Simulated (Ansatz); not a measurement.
**Carrier doping in LaAlO3**

The reference is LaAlO3 in the cubic perovskite structure (space group Pm-3m, No. 221; a = 3.812 Å).

Carriers are added at fixed cell with a uniform background; the Fermi–Dirac width is that of 300 K.

The values are results of plane-wave PAW DFT at the PBE level (Ansatz, a program for electronic structure, 420 eV), no SOC, not measurements.

Candidates:
(a) holes 5.0×10^21 cm⁻³
(b) holes 1.0×10^22 cm⁻³
(c) holes 7.0×10^21 cm⁻³
(d) electrons 2.0×10^22 cm⁻³
(e) holes 2.0×10^22 cm⁻³

Base values:

- Gap between the host's bands = 3.50 eV

### Question
Order them by gap between the host's bands, highest first.

### Answer
(e) holes 2.0×10^22 cm⁻³ (4.45 eV), (b) holes 1.0×10^22 cm⁻³ (3.96 eV), (d) electrons 2.0×10^22 cm⁻³ (3.92 eV), (c) holes 7.0×10^21 cm⁻³ (3.81 eV), (a) holes 5.0×10^21 cm⁻³ (3.72 eV)

Charged cell with a jellium background: band edges are those of the host's band count, energies are not comparable with the neutral cell, and many-body gap narrowing is missing. Stability against distortions was not tested. Many cubic perovskites are stable only at high temperature; tilts and polar distortions were not tested.
